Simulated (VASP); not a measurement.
# SnSe2: Br into a neighbouring Se vacancy, part 3 of 4

How hard is this move in SnSe2: Br into a neighbouring Se vacancy? Both ends are relaxed first, then a band of images between them. The start is a cell from a database of measured crystal structures.

VASP 6.6.1, plane waves and PAW; the level of theory is named at each step.

So far. Step 3 (Relax the host again, on a new basis): The start already met the threshold, so nothing moved. Step 4 (Relax the start): The run ended after 24 ionic steps, 0.625 eV below its first step, once the forces on the free atoms met EDIFFG = -0.05.

### 5. Relax the end

Level of this step: PBE, spin-polarised, with small moments to start from; plane waves and PAW (Sn, Se, Br) (VASP).

The end state is relaxed in the same way, so that both ends share their errors.

INCAR reads:

```
SYSTEM = Sn8Se14Br
PREC = Normal
ENCUT = 280
EDIFF = 1E-05
NELM = 120
ISMEAR = 0
SIGMA = 0.05
LREAL = Auto
ALGO = Fast
GGA = PE
NBANDS = 98
ISPIN = 2
MAGMOM = 0 0 0 0 0 0 0 0.6 0 0 0.6 0 0 0 0 0 0 0 0 0 0 0 0.6
LORBIT = 11
LWAVE = .FALSE.
LCHARG = .FALSE.
NCORE = 3
LASPH = .TRUE.
IBRION = 2
NSW = 60
ISIF = 2
EDIFFG = -0.05
POTIM = 0.4
MAXMIX = 40
ISYM = 0
```

POSCAR reads:

```
Sn8Se14Br
1.0
    7.7503128848      0.0000000000      0.0000000000
   -3.8751564424      6.7119678456      0.0000000000
    0.0000000000      0.0000000000     14.0075321212
Sn Se Br
8 14 1
Direct
    0.0024810311      0.0036491443     -0.0004248098
   -0.0009715902      0.0022415001      0.5003618718
    0.0017975344      0.4989713428     -0.0021157450
   -0.0009481160      0.4986715426      0.5011070099
    0.4980699143     -0.0048595264     -0.0017064577
    0.5032934194      0.0020255312      0.4990858584
    0.5006611429      0.5013276987      0.0006687892
    0.5026433107      0.5007642636      0.4998646038
    0.3342382913      0.1698125184      0.8833122275
    0.3330246937      0.6667649987      0.8844908867
    0.8332218446      0.1647260107      0.3877574061
    0.8340061933      0.1686605773      0.8882662735
    0.8330167829      0.6640572347      0.3843638555
    0.8376922014      0.6663350435      0.8855428693
    0.1667537489      0.3327629751      0.1146906869
    0.1667747049      0.3333743038      0.6124537161
    0.1663380731      0.8302526668      0.1144247545
    0.1683276566      0.8287901469      0.6099527053
    0.6720545995      0.3409254372      0.1120448716
    0.6643166857      0.3350883148      0.6122736104
    0.6648421953      0.8322960296      0.1142335897
    0.6660347783      0.8341613553      0.6132219406
    0.3306771235      0.1657136637      0.3851690209
```

KPOINTS reads:

```
Automatic mesh
0
Gamma
2 2 1
0 0 0
```

The projector-augmented-wave data sets are Sn, Se and Br (PBE family, release 64).

Run with:

```bash
$ mpirun -np 3 vasp_std
```

The program printed:

```text
[... set-up lines as in an earlier step ...]
 entering main loop
       N       E                     dE             d eps       ncg     rms          rms(c)
DAV:   1     0.480353067279E+03    0.48035E+03   -0.31729E+04  1568   0.617E+02
DAV:   2    -0.409124833152E+02   -0.52127E+03   -0.49727E+03  1958   0.147E+02
DAV:   3    -0.893630503865E+02   -0.48451E+02   -0.47596E+02  1952   0.470E+01
DAV:   4    -0.902567208804E+02   -0.89367E+00   -0.88740E+00  1952   0.712E+00
DAV:   5    -0.902729139929E+02   -0.16193E-01   -0.16149E-01  1968   0.899E-01    0.137E+01
RMM:   6    -0.881277594530E+02    0.21452E+01   -0.25234E+00  1568   0.271E+00    0.869E+00
RMM:   7    -0.878597329493E+02    0.26803E+00   -0.13529E+00  1568   0.216E+00    0.320E+00
RMM:   8    -0.878768025003E+02   -0.17070E-01   -0.22131E-01  1568   0.106E+00    0.912E-01
RMM:   9    -0.878792006147E+02   -0.23981E-02   -0.36432E-02  1568   0.439E-01    0.428E-01
RMM:  10    -0.878815190945E+02   -0.23185E-02   -0.73616E-03  1571   0.202E-01    0.253E-01
RMM:  11    -0.878838890802E+02   -0.23700E-02   -0.31473E-03  1568   0.126E-01    0.135E-01
RMM:  12    -0.878850233569E+02   -0.11343E-02   -0.12644E-03  1568   0.786E-02    0.736E-02
RMM:  13    -0.878852613638E+02   -0.23801E-03   -0.29929E-04  1572   0.361E-02    0.475E-02
RMM:  14    -0.878854165799E+02   -0.15522E-03   -0.24806E-04  1562   0.312E-02    0.187E-02
RMM:  15    -0.878854262385E+02   -0.96586E-05   -0.48421E-05  1314   0.135E-02
   1 F= -.87885426E+02 E0= -.87880893E+02  d E =-.878854E+02  mag=     0.0101
 curvature:   0.00 expect dE= 0.000E+00 dE for cont linesearch  0.000E+00
 trial: gam= 0.00000 g(F)=  0.353E+00 g(S)=  0.000E+00 ort = 0.000E+00 (trialstep = 0.100E+01)
 search vector abs. value=  0.353E+00
 bond charge predicted
       N       E                     dE             d eps       ncg     rms          rms(c)
DAV:   1    -0.881241948744E+02   -0.23878E+00   -0.68440E+00  1728   0.517E+00    0.153E+00
RMM:   2    -0.881481663451E+02   -0.23971E-01   -0.48492E-01  1568   0.144E+00    0.619E-01
RMM:   3    -0.881524387337E+02   -0.42724E-02   -0.55189E-02  1569   0.582E-01    0.369E-01
RMM:   4    -0.881516603369E+02    0.77840E-03   -0.12230E-02  1569   0.265E-01    0.147E-01
RMM:   5    -0.881519505831E+02   -0.29025E-03   -0.25939E-03  1574   0.127E-01    0.749E-02
RMM:   6    -0.881519802835E+02   -0.29700E-04   -0.54987E-04  1580   0.592E-02    0.380E-02
RMM:   7    -0.881520034039E+02   -0.23120E-04   -0.16306E-04  1498   0.325E-02    0.168E-02
RMM:   8    -0.881520045738E+02   -0.11698E-05   -0.70431E-05  1369   0.202E-02
   2 F= -.88152005E+02 E0= -.88147499E+02  d E =-.266578E+00  mag=    -0.0009
[... from here on, the cycles between the ionic steps are left out ...]
   3 F= -.88252083E+02 E0= -.88249184E+02  d E =-.366657E+00  mag=     0.0008
   4 F= -.88366812E+02 E0= -.88366347E+02  d E =-.114729E+00  mag=     0.0012
   5 F= -.88452490E+02 E0= -.88452480E+02  d E =-.200407E+00  mag=    -0.0000
   6 F= -.88456248E+02 E0= -.88456238E+02  d E =-.204165E+00  mag=     0.0001
   7 F= -.88483244E+02 E0= -.88483239E+02  d E =-.269960E-01  mag=    -0.0001
   8 F= -.88490610E+02 E0= -.88490606E+02  d E =-.343613E-01  mag=     0.0000
   9 F= -.88500426E+02 E0= -.88500424E+02  d E =-.981614E-02  mag=     0.0001
  10 F= -.88500737E+02 E0= -.88500735E+02  d E =-.101270E-01  mag=     0.0000
  11 F= -.88503981E+02 E0= -.88503980E+02  d E =-.324457E-02  mag=     0.0004
  12 F= -.88505079E+02 E0= -.88505078E+02  d E =-.434249E-02  mag=    -0.0000
  13 F= -.88504576E+02 E0= -.88504574E+02  d E =-.383904E-02  mag=    -0.0000
  14 F= -.88505327E+02 E0= -.88505326E+02  d E =-.459070E-02  mag=    -0.0001
  15 F= -.88507581E+02 E0= -.88507579E+02  d E =-.225336E-02  mag=    -0.0003
  16 F= -.88511759E+02 E0= -.88511758E+02  d E =-.643201E-02  mag=     0.0010
  17 F= -.88508906E+02 E0= -.88508906E+02  d E =-.357873E-02  mag=     0.0007
  18 F= -.88512503E+02 E0= -.88512502E+02  d E =-.717568E-02  mag=     0.0004
  19 F= -.88516067E+02 E0= -.88516066E+02  d E =-.356385E-02  mag=    -0.0002
  20 F= -.88518300E+02 E0= -.88518300E+02  d E =-.579744E-02  mag=     0.0001
  21 F= -.88516898E+02 E0= -.88516898E+02  d E =-.439554E-02  mag=    -0.0003
  22 F= -.88518700E+02 E0= -.88518700E+02  d E =-.619745E-02  mag=     0.0003
  23 F= -.88521836E+02 E0= -.88521836E+02  d E =-.313596E-02  mag=    -0.0005
  24 F= -.88526454E+02 E0= -.88526454E+02  d E =-.775328E-02  mag=    -0.0003
  25 F= -.88529276E+02 E0= -.88529276E+02  d E =-.282227E-02  mag=    -0.0003
 trial-energy change:   -0.002822  1 .order   -0.002721   -0.003271   -0.002171
 step:   3.1530(harm=  4.8077)  dis= 0.01237  next Energy=   -88.530394 (dE=-0.394E-02)
 bond charge predicted
       N       E                     dE             d eps       ncg     rms          rms(c)
DAV:   1    -0.885296512510E+02   -0.38306E-03   -0.21579E-01  1656   0.932E-01    0.176E-01
RMM:   2    -0.885306204525E+02   -0.96920E-03   -0.10666E-02  1568   0.222E-01    0.445E-02
RMM:   3    -0.885307480431E+02   -0.12759E-03   -0.11795E-03  1568   0.850E-02    0.207E-02
RMM:   4    -0.885307726560E+02   -0.24613E-04   -0.24269E-04  1503   0.373E-02    0.164E-02
RMM:   5    -0.885307757216E+02   -0.30656E-05   -0.46972E-05  1335   0.172E-02
  26 F= -.88530776E+02 E0= -.88530776E+02  d E =-.432210E-02  mag=     0.0000
 curvature:  -4.18 expect dE=-0.143E-02 dE for cont linesearch -0.240E-03
 trial: gam=-0.03664 g(F)=  0.341E-03 g(S)=  0.000E+00 ort = 0.525E-03 (trialstep = 0.192E+01)
 search vector abs. value=  0.309E-03
 reached required accuracy - stopping structural energy minimisation
```

Wall time 16 min (3 MPI ranks of AMD EPYC 7R43, shared host); peak memory 0.54 GiB.

From OUTCAR (step 5):

```text
   NELECT =     123.0000    total number of electrons

 E-fermi :   2.1337

 spin component 1
 k-point     1 :       0.0000    0.0000    0.0000
  band No.  band energies     occupation
    ...
     59       1.4356      1.00000
     60       1.4453      1.00000
     61       1.4545      1.00000
     62       1.8035      1.00000
     63       1.9671      1.00000
     64       2.3005      0.00000
     65       2.3794      0.00000
     66       2.3815      0.00000
     67       2.5611      0.00000
     68       3.1927      0.00000
    ...

 k-point     2 :       0.5000    0.0000    0.0000
  band No.  band energies     occupation
    ...
     57       1.0770      1.00000
     58       1.2279      1.00000
     59       1.4457      1.00000
     60       1.4517      1.00000
     61       1.9368      1.00000
     62       2.4082      0.00000
     63       2.5921      0.00000
     64       3.0392      0.00000
     65       3.3275      0.00000
     66       3.3323      0.00000
    ...

  Total        6.0637156      3.9135397     -0.2144861      1.7825222     -0.0682683     -0.1522632
  in kB       13.3327174      8.6049747     -0.4716057      3.9193567     -0.1501064     -0.3347918
  external PRESSURE =       7.1553622 kB  Pullay stress =       0.0000000 kB

 POSITION                                       TOTAL-FORCE (eV/Angst)
 -----------------------------------------------------------------------------------
     -0.00043      0.00201     13.99871         0.024204     -0.012151     -0.000956
      3.85181      6.69931      6.94277        -0.002280      0.010408      0.009274
     -1.93695      3.35753     14.00029        -0.009045      0.010520      0.002930
      5.65519      3.26535      7.03898        -0.012947     -0.009127      0.003857
      3.87995      0.00149     13.99733        -0.027553     -0.005383      0.004699
      0.17007      6.62006      7.11789         0.004915     -0.012015      0.010825
      1.93787      3.35588     13.99757         0.005954     -0.001494     -0.011009
      1.95549      3.53850      7.12373        -0.014825      0.014397      0.006627
      1.93518      1.11377     12.40747        -0.005795      0.009093      0.001803
      0.00150      4.47873     12.40608         0.002821     -0.007582     -0.000277
      5.87733      1.07867      5.31982         0.024268     -0.005705      0.010786
      5.82162      1.12189     12.40745        -0.008243      0.001274      0.001437
      3.86993      4.55342      5.32224         0.013948      0.011953     -0.008979
      3.87487      4.47763     12.40819         0.010313     -0.000998      0.007614
      0.00048      2.24044      1.58090        -0.001486     -0.001612      0.002570
     -0.02869      2.16196      8.52058        -0.003450     -0.020687     -0.014826
     -1.93915      5.59629      1.58130         0.008219     -0.008631     -0.010706
     -2.02215      5.60716      8.52293        -0.006055     -0.006160     -0.027353
      3.87239      2.23242      1.58289         0.011342      0.015825     -0.007415
      3.78305      2.17300      8.59591        -0.022742     -0.003711      0.014077
      1.94272      5.59439      1.57988        -0.010291      0.000772      0.009602
      2.19609      5.73766      8.80262        -0.005360      0.003776     -0.009090
      1.88189      1.08273      5.23342         0.024088      0.017236      0.004510
 -----------------------------------------------------------------------------------
    total drift:                               -0.036819     -0.023189      0.043533

  FREE ENERGIE OF THE ION-ELECTRON SYSTEM (eV)
  ---------------------------------------------------
  free  energy   TOTEN  =       -88.5307757216 eV

  energy  without entropy=      -88.5307755037  energy(sigma->0) =      -88.53077561

 magnetization (x)
# of ion       s       p       d       tot
------------------------------------------
    1       -0.000  -0.000   0.000  -0.000
    2        0.000   0.000   0.000   0.000
    3       -0.000  -0.000  -0.000  -0.000
    4       -0.000   0.000   0.000   0.000
    5       -0.000  -0.000  -0.000  -0.000
    6       -0.000   0.000   0.000   0.000
    7       -0.000  -0.000  -0.000  -0.000
    8       -0.000   0.000   0.000   0.000
    9        0.000  -0.000  -0.000  -0.000
   10        0.000  -0.000   0.000  -0.000
   11       -0.000  -0.000  -0.000  -0.000
   12        0.000  -0.000  -0.000  -0.000
   13       -0.000  -0.000   0.000  -0.000
   14        0.000   0.000  -0.000   0.000
   15        0.000   0.000  -0.000   0.000
   16       -0.000  -0.000  -0.000  -0.000
   17       -0.000   0.000  -0.000   0.000
   18       -0.000  -0.000   0.000  -0.000
   19        0.000   0.000  -0.000   0.000
   20        0.000  -0.000   0.000  -0.000
   21       -0.000   0.000  -0.000   0.000
   22       -0.000  -0.000   0.000  -0.000
   23       -0.000  -0.000  -0.000  -0.000
--------------------------------------------------
tot         -0.000  -0.000   0.000  -0.000

[... 6 parts as in an earlier step ...]

[... 9 further parts left out ...]
```

Step by step (22 of 26):

```
step  energy less that of the first step (eV)  largest force (eV/Å)
   1                                   0.0000                1.3767
   2                                  -0.2666                0.7844
   3                                  -0.3667                1.1234
   5                                  -0.5671                0.3019
   6                                  -0.5708                0.2870
   7                                  -0.5978                0.1942
   8                                  -0.6052                0.2519
   9                                  -0.6150                0.0788
  11                                  -0.6186                0.0837
  12                                  -0.6197                0.0901
  13                                  -0.6192                0.1464
  14                                  -0.6199                0.1028
  15                                  -0.6222                0.0979
  16                                  -0.6263                0.1011
  18                                  -0.6271                0.1076
  19                                  -0.6306                0.1152
  20                                  -0.6329                0.1290
  21                                  -0.6315                0.1971
  22                                  -0.6333                0.1330
  24                                  -0.6410                0.1026
  25                                  -0.6439                0.0629
  26                                  -0.6454                0.0300
```

The atoms that moved most (Å):

```
atom      dx      dy      dz  length
Se22   0.267   0.139   0.213   0.368
 Sn6   0.152  -0.105   0.127   0.225
 Sn8   0.000   0.177   0.122   0.215
 Sn4  -0.155  -0.082   0.020   0.177
Br23  -0.039  -0.030  -0.162   0.169
Se11   0.058  -0.027  -0.112   0.129
Se18  -0.115   0.044  -0.021   0.125
Se13  -0.013   0.096  -0.062   0.115
```

The relaxed structure:

```
Sn Se Br
1.0
     7.75031    0.00000    0.00000
    -3.87516    6.71197    0.00000
     0.00000    0.00000   14.00753
Sn Se Br
8 14 1
Cartesian
  -0.0004 0.0020 -0.0088
  -0.0233 -0.0127 6.9428
  -1.9369 3.3575 -0.0072
  -2.0951 3.2653 7.0390
  3.8800 0.0015 -0.0102
  4.0452 -0.0919 7.1179
  1.9379 3.3559 -0.0100
  1.9555 3.5385 7.1237
  1.9352 1.1138 12.4075
  0.0015 4.4787 12.4061
  5.8773 1.0787 5.3198
  5.8216 1.1219 12.4075
  3.8699 4.5534 5.3222
  3.8749 4.4776 12.4082
  0.0005 2.2404 1.5809
  -0.0287 2.1620 8.5206
  -1.9392 5.5963 1.5813
  -2.0222 5.6072 8.5229
  3.8724 2.2324 1.5829
  3.7831 2.1730 8.5959
  1.9427 5.5944 1.5799
  2.1961 5.7377 8.8026
  1.8819 1.0827 5.2334
```

Numbers from this step:

```yaml
electronic_cycles: 179
free_energy_toten: -88.5308 eV
fermi_energy: 2.134 eV
```

The run ended after 26 ionic steps, 0.645 eV below its first step, once the forces on the free atoms met EDIFFG = -0.05.

(Part 3 of 4 ends here.)

[Lines on the potential files, build, host, timing and source positions are cut from VASP's logs without a mark.]

[Logs are printed without paths, hosts, clocks, repeated set-up lines and the standing remarks that a program may print on its own settings, such as how far it seeks lower states.]

[Hosts, paths, dates, database ids (printed as entryN), source tags and the programs' standing remarks are cut or masked in the printed files.]

[Runs that stopped without an error message from VASP are left out.]
